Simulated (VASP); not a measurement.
The system is KI.

```
CELL_PARAMETERS angstrom
0.00000 3.53277 3.53277
3.53277 0.00000 3.53277
3.53277 3.53277 0.00000
ATOMIC_POSITIONS crystal
I 0.50000 0.50000 0.50000
K 0.00000 0.00000 0.00000
```

Base run:

- Program: VASP 6.6.1
- Functional: LDA
- Potentials or basis: VASP PAW LDA potentials, release 64 (I, K_sv)
- Cutoff: 520 eV
- k mesh: 6 × 6 × 6
- Occupations: gaussian, width 0.02 eV
- Spin: spin-orbit coupling, no magnetisation

Its results: pressure -1.3 GPa.

The run is repeated on the same cell with these changes: functional from LDA to PBE; potentials or basis from VASP PAW LDA potentials, release 64 (I, K_sv) to VASP PAW PBE potentials, release 64 (I, K_sv). What comes out?

Pressure 0.6 GPa.
